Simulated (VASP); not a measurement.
# ZnSe in VASP: one cell, several levels of theory

ZnSe (zincblende), under -5.0 % equal strain in all directions is computed at one geometry. Runs: PBE, r2SCAN.

The runs shown are made with VASP 6.6.1. PAW datasets, plane waves. (Simulation; spin polarisation is off.)

## 1. The system as given

The cell comes from an earlier relaxation with r2SCAN in another program.

The symmetry is F-43m (No. 216, cubic); a = 5.382 Å in the conventional setting, 19.48 Å³ an atom. Zn has 4 Se at 2.33 Å; Se has 4 Zn at 2.33 Å.

As a file:

```cif
data_structure
_symmetry_space_group_name_H-M 'F-43m'
_symmetry_Int_Tables_number 216
_cell_length_a 5.3816
_cell_length_b 5.3816
_cell_length_c 5.3816
_cell_angle_alpha 90.000
_cell_angle_beta 90.000
_cell_angle_gamma 90.000
_cell_volume 155.86
loop_
_atom_site_label
_atom_site_type_symbol
_atom_site_symmetry_multiplicity
_atom_site_Wyckoff_symbol
_atom_site_fract_x
_atom_site_fract_y
_atom_site_fract_z
_atom_site_occupancy
Zn1 Zn 4 a 0.00000 0.00000 0.00000 1
Se1 Se 4 d 0.25000 0.25000 0.75000 1
```

## 2. PBE at this geometry

INCAR

```
ENCUT = 520.000000
SIGMA = 0.020000
EDIFF = 1.00e-07
GGA = PE
PREC = Accurate
IBRION = -1
ISIF = 2
ISMEAR = -1
NBANDS = 16
NELM = 120
NSW = 0
LASPH = .TRUE.
LCHARG = .FALSE.
LWAVE = .FALSE.
LREAL = .FALSE.
```

KPOINTS

```
KPOINTS created by Atomic Simulation Environment
0
Gamma
8 8 8
0 0 0
```

KPOINTS_OPT

```
special points
6
Reciprocal
0.0000000000 0.0000000000 0.0000000000 1
-0.5000000000 -0.5000000000 0.0000000000 1
-0.3750000000 -0.3750000000 0.2500000000 1
-0.3750000000 0.0000000000 0.3750000000 1
0.0000000000 0.0000000000 0.5000000000 1
-0.5000000000 -0.2500000000 0.2500000000 1
```

POSCAR

```
Zn Se
 1.0000000000000000
     0.0000000000000000    2.6907996505999998    2.6907996505999998
     2.6907996505999998    0.0000000000000000    2.6907996505999998
     2.6907996505999998    2.6907996505999998    0.0000000000000000
 Zn  Se
   1   1
Cartesian
  0.0000000000000000  0.0000000000000000  0.0000000000000000
  1.3453998252999999  1.3453998252999999  1.3453998252999999
```

The run uses the recommended PBE PAW datasets (18 valence electrons a neutral cell).

Launch:

```
> mpirun -np 1 vasp_std
```

Standard output, without the iteration lines:

```text
POSCAR found type information on POSCAR ZnSe
 POSCAR found :  2 types and       2 ions
 LDA part: xc-table for (Slater+PW92), standard interpolation
 POSCAR, INCAR and KPOINTS ok, starting setup
 FFT: planning ... GRIDC
 FFT: planning ... GRID_SOFT
 FFT: planning ... GRID
 WAVECAR not read
 entering main loop
 Start KPOINTS_OPT (optional k-point list driver)
k-point batch [1-6\6]
```

OSZICAR:

```text
N       E                     dE             d eps       ncg     rms          rms(c)
DAV:   1     0.884421252083E+02    0.88442E+02   -0.87927E+03   936   0.134E+03
DAV:   2    -0.791749556779E+00   -0.89234E+02   -0.83268E+02  1032   0.258E+02
DAV:   3    -0.592831109964E+01   -0.51366E+01   -0.51201E+01  1120   0.611E+01
DAV:   4    -0.596599797636E+01   -0.37687E-01   -0.37683E-01  1168   0.558E+00
DAV:   5    -0.596615733817E+01   -0.15936E-03   -0.15936E-03  1144   0.336E-01    0.645E+00
DAV:   6    -0.568954634088E+01    0.27661E+00   -0.55231E-01  1320   0.266E+01    0.475E+00
DAV:   7    -0.566499415311E+01    0.24552E-01   -0.18666E-01  1064   0.418E+00    0.197E+00
DAV:   8    -0.566432219286E+01    0.67196E-03   -0.56834E-03  1344   0.111E+00    0.505E-01
DAV:   9    -0.566435734755E+01   -0.35155E-04   -0.14062E-03  1024   0.301E-01    0.615E-02
DAV:  10    -0.566444451646E+01   -0.87169E-04   -0.25581E-04  1344   0.162E-01    0.328E-02
DAV:  11    -0.566444361289E+01    0.90358E-06   -0.47843E-05  1080   0.730E-02    0.113E-02
DAV:  12    -0.566444450340E+01   -0.89051E-06   -0.47907E-06  1136   0.153E-02    0.310E-03
DAV:  13    -0.566444457210E+01   -0.68698E-07   -0.63375E-07  1064   0.755E-03
   1 F= -.56644446E+01 E0= -.56644446E+01  d E =-.227072E-10
       N       E                     dE             ncg
DAV:   1     0.108513651326E+04   -0.34034E+04      192
DAV:   2     0.558655638663E+03   -0.52648E+03      200
DAV:   3     0.525617957597E+03   -0.33038E+02      256
DAV:   4     0.525368700891E+03   -0.24926E+00      224
DAV:   5     0.525367838596E+03   -0.86229E-03      264
DAV:   6     0.525367832707E+03   -0.58892E-05      232
DAV:   7     0.525367832658E+03   -0.49223E-07      224
```

The lines after F= are the extra pass for the points of KPOINTS_OPT, at fixed density; their E is not a total energy.

OUTCAR, selected sections:

```text
k-points           NKPTS =     29   k-points in BZ     NKDIM =     29   number of bands    NBANDS=     16

   NELECT =      18.0000    total number of electrons

   dimension x,y,z NGX =    28 NGY =   28 NGZ =   28
   dimension x,y,z NGXF=    56 NGYF=   56 NGZF=   56

  energy-cutoff  :      520.00
  volume of cell :       38.96
      direct lattice vectors                 reciprocal lattice vectors
     0.000000000  2.690799651  2.690799651    -0.185818368  0.185818368  0.185818368
     2.690799651  0.000000000  2.690799651     0.185818368 -0.185818368  0.185818368
     2.690799651  2.690799651  0.000000000     0.185818368  0.185818368 -0.185818368

 k-points in reciprocal lattice and weights: KPOINTS created by Atomic Simulation Env
   0.00000000  0.00000000  0.00000000       0.002
   0.12500000  0.00000000  0.00000000       0.016
   0.25000000  0.00000000  0.00000000       0.016
   0.37500000  0.00000000  0.00000000       0.016
   0.50000000  0.00000000  0.00000000       0.008
   0.12500000  0.12500000  0.00000000       0.012
   0.25000000  0.12500000  0.00000000       0.047
   0.37500000  0.12500000  0.00000000       0.047
[... 21 more k-points ...]

 E-fermi :   3.4643

 k-point     1 :       0.0000    0.0000    0.0000
  band No.  band energies     occupation
      1     -11.3111      2.00000
      2      -4.1649      2.00000
      3      -4.1649      2.00000
      4      -4.1649      2.00000
      5      -3.6381      2.00000
      6      -3.6381      2.00000
      7       3.0812      2.00000
      8       3.0812      2.00000
      9       3.0812      2.00000
     10       5.0370      0.00000
     11       8.7843      0.00000
     12       8.7843      0.00000
     13       8.7843      0.00000
     14      13.6018      0.00000
     15      14.8525      0.00000
     16      14.8525      0.00000

 k-point     2 :       0.1250    0.0000    0.0000
  band No.  band energies     occupation
      1     -11.1778      2.00000
      2      -4.1698      2.00000
      3      -4.1428      2.00000
      4      -4.1428      2.00000
      5      -3.6406      2.00000
      6      -3.6406      2.00000
      7       1.6445      2.00000
      8       2.8782      2.00000
      9       2.8782      2.00000
     10       5.9612      0.00000
     11       8.8794      0.00000
     12       9.0976      0.00000
     13       9.0976      0.00000
     14      13.9238      0.00000
     15      13.9238      0.00000
     16      14.4570      0.00000

 k-point     3 :       0.2500    0.0000    0.0000
  band No.  band energies     occupation
      1     -10.8255      2.00000
      2      -4.1393      2.00000
      3      -4.0945      2.00000
      4      -4.0945      2.00000
      5      -3.6389      2.00000
      6      -3.6389      2.00000
      7      -0.3968      2.00000
      8       2.4559      2.00000
      9       2.4559      2.00000
     10       6.2133      0.00000
     11       9.5260      0.00000
     12       9.5260      0.00000
     13      10.1279      0.00000
     14      13.6879      0.00000
     15      13.6879      0.00000
     16      14.0533      0.00000

 k-point     4 :       0.3750    0.0000    0.0000
  band No.  band energies     occupation
      1     -10.4169      2.00000
      2      -4.0567      2.00000
      3      -4.0567      2.00000
      4      -3.9384      2.00000
      5      -3.6227      2.00000
      6      -3.6227      2.00000
      7      -2.1407      2.00000
      8       2.0958      2.00000
      9       2.0958      2.00000
     10       5.9892      0.00000
     11       9.4824      0.00000
     12       9.4824      0.00000
     13      11.6486      0.00000
     14      13.9918      0.00000
     15      15.0250      0.00000
     16      15.0250      0.00000

 k-point     5 :       0.5000    0.0000    0.0000
  band No.  band energies     occupation
      1     -10.2253      2.00000
      2      -4.0450      2.00000
      3      -4.0450      2.00000
      4      -3.6106      2.00000
      5      -3.6106      2.00000
      6      -3.4322      2.00000
      7      -3.2368      2.00000
      8       1.9591      2.00000
      9       1.9591      2.00000
     10       5.8852      0.00000
     11       9.3806      0.00000
     12       9.3806      0.00000
     13      11.9650      0.00000
     14      14.9315      0.00000
     15      16.8157      0.00000
     16      16.8157      0.00000

 k-point     6 :       0.1250    0.1250    0.0000
  band No.  band energies     occupation
      1     -11.1332      2.00000
      2      -4.1927      2.00000
      3      -4.1243      2.00000
      4      -4.1243      2.00000
      5      -3.6562      2.00000
      6      -3.6276      2.00000
      7       1.7315      2.00000
      8       2.5115      2.00000
      9       2.5115      2.00000
     10       6.4917      0.00000
     11       7.9837      0.00000
     12       9.6232      0.00000
     13       9.6232      0.00000
     14      12.5467      0.00000
     15      15.0476      0.00000
     16      15.0867      0.00000

 k-point     7 :       0.2500    0.1250    0.0000
  band No.  band energies     occupation
      1     -10.8525      2.00000
      2      -4.1950      2.00000
      3      -4.0743      2.00000
      4      -4.0732      2.00000
      5      -3.6654      2.00000
      6      -3.6185      2.00000
      7       0.1798      2.00000
      8       2.0217      2.00000
      9       2.1147      2.00000
     10       7.0546      0.00000
     11       8.0838      0.00000
     12      10.0870      0.00000
     13      10.3079      0.00000
     14      12.3819      0.00000
     15      14.9089      0.00000
     16      15.7020      0.00000

 k-point     8 :       0.3750    0.1250    0.0000
  band No.  band energies     occupation
      1     -10.4555      2.00000
      2      -4.1106      2.00000
      3      -4.0278      2.00000
      4      -3.9915      2.00000
      5      -3.6400      2.00000
      6      -3.6075      2.00000
      7      -1.5538      2.00000
      8       1.5808      2.00000
      9       1.6918      2.00000
     10       6.8651      0.00000
     11       8.8606      0.00000
     12      10.3541      0.00000
     13      10.5017      0.00000
     14      13.8956      0.00000
     15      15.2877      0.00000
     16      15.8372      0.00000

 k-point     9 :       0.5000    0.1250    0.0000
  band No.  band energies     occupation
      1     -10.1782      2.00000
      2      -4.0524      2.00000
      3      -4.0119      2.00000
      4      -3.7238      2.00000
      5      -3.6079      2.00000
      6      -3.4840      2.00000
      7      -2.8646      2.00000
      8       1.1444      2.00000
      9       1.6575      2.00000
     10       6.7447      0.00000
     11       8.8500      0.00000
     12      10.0357      0.00000
     13      12.0915      0.00000
     14      14.4368      0.00000
     15      16.3238      0.00000
     16      16.8285      0.00000

 k-point    10 :      -0.3750    0.1250    0.0000
  band No.  band energies     occupation
      1     -10.2427      2.00000
      2      -4.0457      2.00000
      3      -4.0239      2.00000
      4      -3.7976      2.00000
      5      -3.6331      2.00000
      6      -3.5736      2.00000
      7      -2.4936      2.00000
      8       0.9867      2.00000
      9       1.9297      2.00000
     10       6.8205      0.00000
     11       9.0280      0.00000
     12       9.8374      0.00000
     13      11.9393      0.00000
     14      14.5490      0.00000
     15      14.8252      0.00000
     16      16.8885      0.00000

 k-point    11 :      -0.2500    0.1250    0.0000
  band No.  band energies     occupation
      1     -10.5925      2.00000
      2      -4.0968      2.00000
      3      -4.0632      2.00000
      4      -4.0525      2.00000
      5      -3.6574      2.00000
      6      -3.6095      2.00000
      7      -1.0089      2.00000
      8       1.2003      2.00000
      9       2.3966      2.00000
     10       7.0218      0.00000
     11       9.3577      0.00000
     12       9.6996      0.00000
     13      10.2605      0.00000
     14      12.9143      0.00000
     15      14.9380      0.00000
     16      16.0195      0.00000

 k-point    12 :      -0.1250    0.1250    0.0000
  band No.  band energies     occupation
      1     -10.9704      2.00000
      2      -4.1719      2.00000
      3      -4.1152      2.00000
      4      -4.0990      2.00000
      5      -3.6561      2.00000
      6      -3.6276      2.00000
      7       0.6161      2.00000
      8       1.9026      2.00000
      9       2.8186      2.00000
     10       6.7888      0.00000
     11       8.7086      0.00000
     12       9.2699      0.00000
     13       9.9460      0.00000
     14      12.8126      0.00000
     15      14.0074      0.00000
     16      15.7232      0.00000

[... the tables of k-points 13 to 29 left out ...]

  Total        4.1271269      4.1271269      4.1271269      0.0000000      0.0000000     -0.0000000
  in kB      169.7009668    169.7009668    169.7009668      0.0000000      0.0000000     -0.0000000
  external PRESSURE =     169.7009668 kB  Pullay stress =       0.0000000 kB

 POSITION                                       TOTAL-FORCE (eV/Angst)
 -----------------------------------------------------------------------------------
      0.00000      0.00000      0.00000         0.000000      0.000000      0.000000
      1.34540      1.34540      1.34540        -0.000000     -0.000000     -0.000000
 -----------------------------------------------------------------------------------
    total drift:                                0.000002      0.000002      0.000002

  FREE ENERGIE OF THE ION-ELECTRON SYSTEM (eV)
  ---------------------------------------------------
  free  energy   TOTEN  =        -5.6644445721 eV

  energy  without entropy=       -5.6644445721  energy(sigma->0) =       -5.66444457
```

Run time: 17 s. Hardware: 1 MPI rank of Intel Xeon Platinum 8488C, shared host; peak memory 0.16 GiB.

The levels at the points of KPOINTS_OPT are read from vasprun.xml.

Band energies at the special points (eV, zero at the top of v, the last band that the electrons fill by count):

| point | v−1 | v | c | c+1 |
| --- | --- | --- | --- | --- |
| Γ | 0.00 | 0.00 | 1.96 | 5.70 |
| X | -2.81 | -2.81 | 2.58 | 3.36 |
| U | -3.92 | -2.31 | 3.38 | 5.91 |
| K | -3.92 | -2.31 | 3.38 | 5.91 |
| L | -1.12 | -1.12 | 2.80 | 6.30 |
| W | -3.48 | -3.46 | 5.45 | 6.25 |

Gap with PBE: 1.96 eV, direct (Γ). The pressure is 16.97 GPa; the forces vanish within 0.01 eV/Å.

[end of part 1 of 2]
